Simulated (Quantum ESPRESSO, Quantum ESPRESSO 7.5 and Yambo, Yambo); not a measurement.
# PbS (Galena): G0W0 with Yambo, start to end

How does a plane-wave GW calculation on PbS (Galena) run from the first input to the gap?

Method: PBE and many-body steps on it, plane waves, in Quantum ESPRESSO 7.5 and Yambo 5.3.0.

The database entry behind the starting cell differs from later determinations by our own check (about 0.1 % short), so it need not match the best structure at ambient conditions.

## 1. Set-up

Symmetry: Fm-3m, No. 225, cubic system. Conventional cell: a = 5.931 Å, b = 5.931 Å, c = 5.931 Å, α = 90.00°, β = 90.00°, γ = 90.00°. Nearest to Pb lie 6 S at 2.97 Å. Nearest to S lie 6 Pb at 2.97 Å. Farther neighbours and most contacts between anions are not listed.

Coordinates:

```cif
data_structure
_symmetry_space_group_name_H-M 'Fm-3m'
_symmetry_Int_Tables_number 225
_cell_length_a 5.9315
_cell_length_b 5.9315
_cell_length_c 5.9315
_cell_angle_alpha 90.000
_cell_angle_beta 90.000
_cell_angle_gamma 90.000
_cell_volume 208.69
loop_
_atom_site_label
_atom_site_type_symbol
_atom_site_symmetry_multiplicity
_atom_site_Wyckoff_symbol
_atom_site_fract_x
_atom_site_fract_y
_atom_site_fract_z
_atom_site_occupancy
Pb1 Pb 4 a 0.00000 0.00000 0.00000 1
S1 S 4 b 0.50000 0.00000 0.00000 1
```

The cell and positions come from the Crystallography Open Database and are kept as given unless a step says otherwise. Spin-orbit coupling is left out unless a step names it.

## 2. Ground state

This step: Quantum ESPRESSO 7.5; DFT, PBE, plane waves, norm-conserving pseudopotentials.

The ground-state density comes first.

File pw.in:

```
&control
  calculation = 'scf'
  prefix = 'x'
  outdir = 'o'
  pseudo_dir = 'pseudo'
/
&system
  ibrav = 0
  nat = 2
  ntyp = 2
  ecutwfc = 76.0
  nbnd = 19
  force_symmorphic = .true.
/
&electrons
  conv_thr = 1e-10
  electron_maxstep = 80
  mixing_beta = 0.5
/
ATOMIC_SPECIES
  Pb 207.2 Pb.upf
  S 32.06 S.upf
CELL_PARAMETERS angstrom
  0.0000000000 2.9657500000 2.9657500000
  2.9657500000 -0.0000000000 2.9657500000
  2.9657500000 2.9657500000 0.0000000000
ATOMIC_POSITIONS crystal
  Pb 0.0000000000 0.0000000000 0.0000000000
  S 0.5000000000 0.5000000000 0.5000000000
K_POINTS automatic
  6 6 6 0 0 0
```

Run with:

```console
$ OMP_NUM_THREADS=1 mpirun -n 4 pw.x -nk 4 -in pw.in > pw.out
```

What it wrote:

```text
Program PWSCF v.7.5 starts

     This program is part of the open-source Quantum ESPRESSO suite
     for quantum simulation of materials; please cite
         "P. Giannozzi et al., J. Phys.:Condens. Matter 21 395502 (2009);
         "P. Giannozzi et al., J. Phys.:Condens. Matter 29 465901 (2017);
         "P. Giannozzi et al., J. Chem. Phys. 152 154105 (2020);
     in publications or presentations arising from this work. More details at
     Message from routine setup:
     using ibrav=0 with symmetry is DISCOURAGED, use correct ibrav instead

     G-vector sticks info

     bravais-lattice index     =            0
     lattice parameter (alat)  =       7.9259  a.u.
     unit-cell volume          =     352.0710 (a.u.)^3
     number of atoms/cell      =            2
     number of atomic types    =            2
     number of electrons       =        28.00
     number of Kohn-Sham states=           19
     kinetic-energy cutoff     =      76.0000  Ry
     charge density cutoff     =     304.0000  Ry
     scf convergence threshold =      1.0E-10
     mixing beta               =       0.5000
     number of iterations used =            8  plain     mixing
     Exchange-correlation= PBE
                           (   1   4   3   4   0   0   0)

     celldm(1)=   7.925897  celldm(2)=   0.000000  celldm(3)=   0.000000
     celldm(4)=   0.000000  celldm(5)=   0.000000  celldm(6)=   0.000000

     crystal axes: (cart. coord. in units of alat)
               a(1) = (   0.000000   0.707107   0.707107 )
               a(2) = (   0.707107  -0.000000   0.707107 )
               a(3) = (   0.707107   0.707107   0.000000 )

     reciprocal axes: (cart. coord. in units 2 pi/alat)
               b(1) = ( -0.707107  0.707107  0.707107 )
               b(2) = (  0.707107 -0.707107  0.707107 )
               b(3) = (  0.707107  0.707107 -0.707107 )
     Pseudo is Norm-conserving + core correction, Zval = 22.0
     Generated using ONCVPSP code by D. R. Hamann
     Using radial grid of 1692 points,  7 beta functions with:
     Pseudo is Norm-conserving + core correction, Zval =  6.0
     Generated using ONCVPSP code by D. R. Hamann
     Using radial grid of 1146 points,  6 beta functions with:
     Pb               22.00   207.20000     Pb( 1.00)
     S                 6.00    32.06000     S ( 1.00)

     48 Sym. Ops., with inversion, found

   Cartesian axes

     site n.     atom                  positions (alat units)
         1        Pb     tau(   1) = (   0.0000000   0.0000000   0.0000000  )
         2        S      tau(   2) = (   0.7071068   0.7071068   0.7071068  )

     number of k points=    16
                       cart. coord. in units 2pi/alat
        k(    1) = (   0.0000000   0.0000000   0.0000000), wk =   0.0092593
        k(    2) = (   0.1178511   0.1178511  -0.1178511), wk =   0.0740741
        k(    3) = (   0.2357023   0.2357023  -0.2357023), wk =   0.0740741
        k(    4) = (  -0.3535534  -0.3535534   0.3535534), wk =   0.0370370
        k(    5) = (   0.2357023   0.0000000  -0.0000000), wk =   0.0555556
        k(    6) = (   0.3535534   0.1178511  -0.1178511), wk =   0.2222222
        k(    7) = (  -0.2357023  -0.4714045   0.4714045), wk =   0.2222222
        k(    8) = (  -0.1178511  -0.3535534   0.3535534), wk =   0.2222222
        k(    9) = (   0.0000000  -0.2357023   0.2357023), wk =   0.1111111
        k(   10) = (   0.4714045   0.0000000  -0.0000000), wk =   0.0555556
     [... 4 further rows ...]
        k(   15) = (  -0.1178511  -0.3535534   0.5892557), wk =   0.2222222
        k(   16) = (  -0.7071068   0.2357023   0.0000000), wk =   0.1111111

     Dense  grid:    31283 G-vectors     FFT dimensions: (  45,  45,  45)

     Initial potential from superposition of free atoms

     starting charge      27.9978, renormalised to      28.0000
     Starting wfcs are   17 randomized atomic wfcs +    2 random wfcs

     per-process dynamical memory:    28.7 Mb

     Self-consistent Calculation

     iteration #  1     ecut=    76.00 Ry     beta= 0.50

     Threshold (ethr) on eigenvalues was too large:
     Diagonalizing with lowered threshold

     total energy              =    -441.68971311 Ry
     estimated scf accuracy    <       0.12693925 Ry

     iteration #  2     ecut=    76.00 Ry     beta= 0.50

     total energy              =    -441.72421095 Ry
     estimated scf accuracy    <       0.01814854 Ry

     iteration #  3     ecut=    76.00 Ry     beta= 0.50

     total energy              =    -441.72772253 Ry
     estimated scf accuracy    <       0.00100071 Ry

     iteration #  4     ecut=    76.00 Ry     beta= 0.50

     total energy              =    -441.72778931 Ry
     estimated scf accuracy    <       0.00002125 Ry

     iteration #  5     ecut=    76.00 Ry     beta= 0.50

     total energy              =    -441.72779597 Ry
     estimated scf accuracy    <       0.00000316 Ry

     iteration #  6     ecut=    76.00 Ry     beta= 0.50

     total energy              =    -441.72779615 Ry
     estimated scf accuracy    <       0.00000080 Ry

     iteration #  7     ecut=    76.00 Ry     beta= 0.50

     total energy              =    -441.72779626 Ry
     estimated scf accuracy    <       0.00000005 Ry

     iteration #  8     ecut=    76.00 Ry     beta= 0.50

     total energy              =    -441.72779627 Ry
     estimated scf accuracy    <          1.8E-09 Ry

     iteration #  9     ecut=    76.00 Ry     beta= 0.50

     total energy              =    -441.72779627 Ry
     estimated scf accuracy    <          1.7E-10 Ry

     iteration # 10     ecut=    76.00 Ry     beta= 0.50

     End of self-consistent calculation

          k = 0.0000 0.0000 0.0000 (  3839 PWs)   bands (ev):

  -129.8088 -71.4990 -71.4990 -71.4990  -6.9200  -6.9200  -6.9200  -6.9039
    -6.9039  -3.6873   3.8699   7.7371   7.7371   7.7371  15.1248  15.1248
    15.1248  16.6175  16.6175

          k = 0.1179 0.1179-0.1179 (  3906 PWs)   bands (ev):

  -129.8090 -71.4990 -71.4990 -71.4990  -6.9188  -6.9177  -6.9177  -6.9025
    -6.9025  -3.4540   3.1215   7.8106   7.8106   8.2868  13.3255  13.9257
    13.9257  16.5825  17.2199

          k = 0.2357 0.2357-0.2357 (  3897 PWs)   bands (ev):

  -129.8090 -71.4991 -71.4990 -71.4990  -6.9304  -6.9304  -6.9173  -6.8823
    -6.8823  -2.8625   1.7807   8.0004   8.0004   9.1754  11.3839  12.4669
    12.4669  17.2781  18.6083

          k =-0.3536-0.3536 0.3536 (  3906 PWs)   bands (ev):

     [... further k-points ...]

     highest occupied, lowest unoccupied level (ev):     9.9081   10.2763

!    total energy              =    -441.72779627 Ry
     estimated scf accuracy    <          3.9E-11 Ry

     The total energy is the sum of the following terms:
     one-electron contribution =    -258.46292380 Ry
     hartree contribution      =     129.44472288 Ry
     xc contribution           =     -74.34407730 Ry
     ewald contribution        =    -238.36551806 Ry

     convergence has been achieved in  10 iterations

     XML data file, charge density, pseudopotentials, collected wavefunctions

=------------------------------------------------------------------------------=
   JOB DONE.
=------------------------------------------------------------------------------=
```

It took 7 s on 4 MPI ranks of Arm Neoverse V1, shared host; peak memory 0.27 GiB; 28 s of CPU time.

This step gave:

```
total energy               : -6010.0128 eV
gap                        : 0.3682 eV
k of the valence top       : 0, 0, -0.5
k of the conduction bottom : 0, 0, -0.5
least direct gap           : 0.3682 eV
```

The gap is direct, at (0.000, 0.000, -0.500).

## 3. Bands along the symmetry lines

Levels along a band path, at the cheap level, show where the edges lie and whether the meshes to come will hold them.

File pw.in:

```
&control
  calculation = 'bands'
  prefix = 'x'
  outdir = 'o'
  pseudo_dir = 'pseudo'
/
&system
  ibrav = 0
  nat = 2
  ntyp = 2
  ecutwfc = 76.0
  nbnd = 20
  force_symmorphic = .true.
/
&electrons
  conv_thr = 1e-9
  electron_maxstep = 80
  diago_full_acc = .true.
  diago_thr_init = 5e-6
/
ATOMIC_SPECIES
  Pb 207.2 Pb.upf
  S 32.06 S.upf
CELL_PARAMETERS angstrom
  0.0000000000 2.9657500000 2.9657500000
  2.9657500000 -0.0000000000 2.9657500000
  2.9657500000 2.9657500000 0.0000000000
ATOMIC_POSITIONS crystal
  Pb 0.0000000000 0.0000000000 0.0000000000
  S 0.5000000000 0.5000000000 0.5000000000
K_POINTS crystal
  50
  0.00000000 0.00000000 0.00000000 1
  0.06250000 0.00000000 0.06250000 1
  0.12500000 0.00000000 0.12500000 1
  0.18750000 0.00000000 0.18750000 1
  0.25000000 0.00000000 0.25000000 1
  0.31250000 0.00000000 0.31250000 1
  0.37500000 0.00000000 0.37500000 1
  0.43750000 0.00000000 0.43750000 1
  0.50000000 0.00000000 0.50000000 1
  0.51562500 0.03125000 0.51562500 1
  0.53125000 0.06250000 0.53125000 1
  0.54687500 0.09375000 0.54687500 1
  0.56250000 0.12500000 0.56250000 1
  0.57812500 0.15625000 0.57812500 1
  0.59375000 0.18750000 0.59375000 1
  0.60937500 0.21875000 0.60937500 1
  0.62500000 0.25000000 0.62500000 1
  0.37500000 0.37500000 0.75000000 1
  0.32812500 0.32812500 0.65625000 1
  0.28125000 0.28125000 0.56250000 1
  0.23437500 0.23437500 0.46875000 1
  0.18750000 0.18750000 0.37500000 1
  0.14062500 0.14062500 0.28125000 1
  0.09375000 0.09375000 0.18750000 1
  0.04687500 0.04687500 0.09375000 1
  0.00000000 0.00000000 0.00000000 1
  0.06250000 0.06250000 0.06250000 1
  0.12500000 0.12500000 0.12500000 1
  0.18750000 0.18750000 0.18750000 1
  0.25000000 0.25000000 0.25000000 1
  0.31250000 0.31250000 0.31250000 1
  0.37500000 0.37500000 0.37500000 1
  0.43750000 0.43750000 0.43750000 1
  0.50000000 0.50000000 0.50000000 1
  0.50000000 0.46875000 0.53125000 1
  0.50000000 0.43750000 0.56250000 1
  0.50000000 0.40625000 0.59375000 1
  0.50000000 0.37500000 0.62500000 1
  0.50000000 0.34375000 0.65625000 1
  0.50000000 0.31250000 0.68750000 1
  0.50000000 0.28125000 0.71875000 1
  0.50000000 0.25000000 0.75000000 1
  0.50000000 0.21875000 0.71875000 1
  0.50000000 0.18750000 0.68750000 1
  0.50000000 0.15625000 0.65625000 1
  0.50000000 0.12500000 0.62500000 1
  0.50000000 0.09375000 0.59375000 1
  0.50000000 0.06250000 0.56250000 1
  0.50000000 0.03125000 0.53125000 1
  0.50000000 0.00000000 0.50000000 1
```

What it wrote:

```text
[banner, memory and clock lines left out]
Program PWSCF v.7.5 starts

     Atomic positions and unit cell read from directory:
     o/x.save/

     Message from routine setup:
     using ibrav=0 with symmetry is DISCOURAGED, use correct ibrav instead

     G-vector sticks info

     bravais-lattice index     =            0
     lattice parameter (alat)  =       7.9259  a.u.
     unit-cell volume          =     352.0710 (a.u.)^3
     number of atoms/cell      =            2
     number of atomic types    =            2
     number of electrons       =        28.00
     number of Kohn-Sham states=           20
     kinetic-energy cutoff     =      76.0000  Ry
     charge density cutoff     =     304.0000  Ry
     Exchange-correlation= PBE
                           (   1   4   3   4   0   0   0)

     celldm(1)=   7.925897  celldm(2)=   0.000000  celldm(3)=   0.000000
     celldm(4)=   0.000000  celldm(5)=   0.000000  celldm(6)=   0.000000

     crystal axes: (cart. coord. in units of alat)
               a(1) = (   0.000000   0.707107   0.707107 )
               a(2) = (   0.707107  -0.000000   0.707107 )
               a(3) = (   0.707107   0.707107   0.000000 )

     reciprocal axes: (cart. coord. in units 2 pi/alat)
               b(1) = ( -0.707107  0.707107  0.707107 )
               b(2) = (  0.707107 -0.707107  0.707107 )
               b(3) = (  0.707107  0.707107 -0.707107 )
     Pseudo is Norm-conserving + core correction, Zval = 22.0
     Generated using ONCVPSP code by D. R. Hamann
     Using radial grid of 1692 points,  7 beta functions with:
     Pseudo is Norm-conserving + core correction, Zval =  6.0
     Generated using ONCVPSP code by D. R. Hamann
     Using radial grid of 1146 points,  6 beta functions with:
     Pb               22.00   207.20000     Pb( 1.00)
     S                 6.00    32.06000     S ( 1.00)

     48 Sym. Ops., with inversion, found

   Cartesian axes

     site n.     atom                  positions (alat units)
         1        Pb     tau(   1) = (   0.0000000   0.0000000   0.0000000  )
         2        S      tau(   2) = (   0.7071068   0.7071068   0.7071068  )

     number of k points=    50
                       cart. coord. in units 2pi/alat
        k(    1) = (   0.0000000   0.0000000   0.0000000), wk =   0.0400000
        k(    2) = (   0.0000000   0.0883883   0.0000000), wk =   0.0400000
        k(    3) = (   0.0000000   0.1767767   0.0000000), wk =   0.0400000
[...]
[... 38 further rows ...]
        k(   49) = (   0.0441942   0.7071068   0.0000000), wk =   0.0400000
        k(   50) = (   0.0000000   0.7071068   0.0000000), wk =   0.0400000

     Dense  grid:    31283 G-vectors     FFT dimensions: (  45,  45,  45)

     The potential is recalculated from file :
     o/x.save/charge-density

     Starting wfcs are   17 randomized atomic wfcs +    3 random wfcs

     Band Structure Calculation

     End of band structure calculation

          k = 0.0000 0.0000 0.0000 (  3839 PWs)   bands (ev):

  -129.8090 -71.4991 -71.4991 -71.4991  -6.9201  -6.9201  -6.9201  -6.9040
    -6.9040  -3.6873   3.8699   7.7371   7.7371   7.7371  15.1248  15.1248
    15.1248  16.6175  16.6175  16.6175

          k = 0.0000 0.0884 0.0000 (  3895 PWs)   bands (ev):

  -129.8091 -71.4991 -71.4991 -71.4991  -6.9210  -6.9179  -6.9179  -6.9068
[...]
14.9810  16.2937  16.9674  16.9675

          k = 0.0000 0.1768 0.0000 (  3911 PWs)   bands (ev):

[...]
14.7880  15.7041  17.7622  17.7622

          k =-0.0000 0.2652 0.0000 (  3931 PWs)   bands (ev):

[...]
k = 0.0000 0.4419-0.0000 (  3956 PWs)   bands (ev):

[...]
k =-0.0000 0.5303 0.0000 (  3960 PWs)   bands (ev):

[...]
k = 0.0000 0.6187-0.0000 (  3952 PWs)   bands (ev):

[...]
k = 0.4640 0.4640-0.0000 (  3945 PWs)   bands (ev):

[...]
k = 0.3315 0.3315-0.0000 (  3931 PWs)   bands (ev):

[...]
k = 0.3094 0.7071-0.0000 (  3948 PWs)   bands (ev):

[...]
k = 0.2210 0.7071-0.0000 (  3946 PWs)   bands (ev):

[...]
k = 0.1768 0.7071-0.0000 (  3946 PWs)   bands (ev):

[...]
k = 0.0442 0.7071 0.0000 (  3950 PWs)   bands (ev):

[...]
15.4646  15.6381  21.0284  21.8408

          k = 0.0000 0.7071 0.0000 (  3940 PWs)   bands (ev):

  -129.8092 -71.4992 -71.4992 -71.4992  -7.0583  -6.9454  -6.8783  -6.8593
    -6.8593  -2.0170   2.7069   4.7152   6.4692   6.4692  13.7698  15.4837
    15.5933  15.5933  20.9544  22.0076

     XML data file, pseudopotentials, collected wavefunctions
```

It took 6.1 s on 4 MPI ranks; peak memory 0.22 GiB; 24 s of CPU time.

Numbers from this step:

```yaml
gap: 0.3682 eV
k_of_the_valence_top: 0.5, 0.5, 0.5
k_of_the_conduction_bottom: 0.5, 0.5, 0.5
least_direct_gap: 0.3682 eV
```

The gap is 0.368 eV, as in the run before at this level.

Electronic bands along the path, in eV, zero at the top of the highest filled band:

```csv
point,band 11,band 12,band 13,band 14,band 15,band 16,band 17,band 18
Γ,-6.04,-2.17,-2.17,-2.17,5.22,5.22,5.22,6.71
halfway,-7.23,-2.83,-2.83,-1.72,2.44,4.74,4.92,4.92
X,-7.20,-5.19,-3.44,-3.44,3.86,5.58,5.69,5.69
halfway,-7.47,-5.09,-3.31,-3.15,3.89,5.18,5.43,5.58
U,-7.98,-4.77,-2.94,-2.48,3.33,4.13,5.05,6.22
jump to K,-7.98,-4.77,-2.94,-2.48,3.33,4.13,5.05,6.22
halfway,-7.71,-3.10,-1.71,-0.59,1.48,2.51,4.14,7.58
Γ,-6.04,-2.17,-2.17,-2.17,5.22,5.22,5.22,6.71
halfway,-7.46,-2.01,-2.01,-1.17,2.36,3.22,3.22,6.86
L,-8.85,-1.78,-1.78,0.00,0.37,1.96,1.96,8.67
halfway,-8.48,-3.44,-3.01,-0.99,1.56,3.40,4.03,8.00
W,-7.95,-4.42,-4.42,-1.03,2.19,4.66,4.66,8.16
halfway,-7.62,-4.98,-3.76,-2.40,3.99,4.09,5.29,6.37
X,-7.20,-5.19,-3.44,-3.44,3.86,5.58,5.69,5.69
```

The electronic bands as a text plot (rows in eV, shown from -8.0 to 6.4 only):

```
    6.1 |  ++            ++                                   ++
    5.5 |+   +    +++++++             ++                     ++++
    4.9 | ++++++++      ++++       +++  +                ++++ ++
    4.3 | +     +++      ++ +++++++  +   ++           +++  ++++
    3.7 |       ++ +++++++         ++      +         +++       ++
    3.1 |  ++             ++     ++        ++       ++      +
    2.5 |     ++           ++++++++         ++++  +++     ++
    1.9 |    +              ++               ++ ++++   +++
    1.3 |                     +++              +     ++
    0.7 |                                       + +++
    0.1 |                                       *+
   -0.5 |                     ***              *  ***
   -1.1 |  ***              **   **         ***      *******
   -1.7 | *   **           *  ********   ***********        *
   -2.3 |*****            ****     *********        **       *
   -2.9 |     ****     ****     ***                  **       **
   -3.5 |         *******     **                      **     ****
   -4.1 |         *         **                         *** **
   -4.7 |          **    ***                              ****
   -5.3 |            ****                                     ***
   -5.9 |**                           ***
   -6.5 |  **                      ***   **
   -7.1 |    ***** ****          **        *                   **
   -7.7 |         *    ****     *           ***          ******
         Γ           X  U|K            Γ         L        W     X
```

[end of part 1 of 3]

[Paths, hosts, dates, memory and timing lines, banners, echoed tables and standing remarks are left out of the program output.]

[Logs are printed without paths, hosts, clocks, repeated set-up lines and the standing remarks that a program may print on its own settings, such as how far it seeks lower states.]

[Runs of the session that timed out or met a known fault of the program may be left out.]

[Hosts, paths, dates, database ids (printed as entryN), source tags and the programs' standing remarks are cut or masked in the printed files.]
